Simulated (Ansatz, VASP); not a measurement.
**One calculation of BeTe, two programs**

The input POSCAR:

```
BeTe
1.0
    0.0000000000      2.6832298771      2.6832298771
    2.6832298771      0.0000000000      2.6832298771
    2.6832298771      2.6832298771      0.0000000000
Be Te
1 1
Direct
    0.0000000000      0.0000000000      0.0000000000
    0.5000000000      0.5000000000      0.5000000000
```

Contents of INCAR.step1:

```
SYSTEM = BeTe
PREC = Accurate
ENCUT = 520
EDIFF = 1E-5
ISMEAR = -1
SIGMA = 0.02
LREAL = .False.
LASPH = .True.
NELM = 60
ALGO = Normal
ISIF = 2
LWAVE = .True.
LCHARG = .False.
NBANDS = 11
GGA = PE
```

The input INCAR.step2:

```
SYSTEM = BeTe
PREC = Accurate
ENCUT = 520
EDIFF = 1E-6
ISMEAR = -1
SIGMA = 0.02
LREAL = .False.
LASPH = .True.
NELM = 60
ALGO = Normal
ISIF = 2
LWAVE = .False.
LCHARG = .False.
GGA = PE
LHFCALC = .True.
AEXX = 0.5
HFSCREEN = 0.2078
PRECFOCK = Normal
NBANDS = 11
ISTART = 1
```

File KPOINTS:

```
regular mesh
0
Gamma
  4 4 4
  0 0 0
```

Input for Ansatz:

```yaml
crystal:
  lattice:
    - [0.0, 2.6832298771, 2.6832298771]
    - [2.6832298771, 0.0, 2.6832298771]
    - [2.6832298771, 2.6832298771, 0.0]
  atoms:
    - { symbol: Be, position: [0.0, 0.0, 0.0] }
    - { symbol: Te, position: [0.5, 0.5, 0.5] }
kpoints:
  mp_grid: { grid: [4, 4, 4] }
hamiltonian:
  xc:
    exchange: pbe
    correlation: pbe
    exx: { coeff: 0.5, omega: 0.2078 }
scf:
  occupations: { method: fermi_dirac, width: 0.02 }
  n_extra_bands: 4
output:
  forces: true
  stress: true
  eigenvalues: true
```

Alike in both runs: task single point; functional PBE-based screened hybrid; k mesh 4 × 4 × 4; occupations fermi-dirac, width 0.02 eV; no spin polarisation.

|  | VASP | Ansatz |
| --- | --- | --- |
| version | VASP 6.6.1 | Ansatz 0.2.0 |
| potentials or method | VASP PAW PBE potentials, release 64 (Be, Te) | plane waves |
| plane-wave cutoff (eV) | 520 | 420 |
| valence electrons in the cell | 8 | 18 |

|  | VASP | Ansatz | Ansatz less VASP |
| --- | --- | --- | --- |
| pressure (GPa) | -1.9 | -1.0 | +0.88 |

The functional is the same, so the differences come from potentials, cutoffs and numerics. The two sets of potentials don't hold the same shells in valence. Ansatz warned: «filled_band_counts_differ_across_k_points».

Caveats: the k mesh is coarse (spacing up to 0.51 Å⁻¹), so the values aren't converged; the PAW data sets were made with another functional, which shifts forces and pressure a little (VASP); spin-orbit coupling is left out, which moves the levels of the heavy elements.
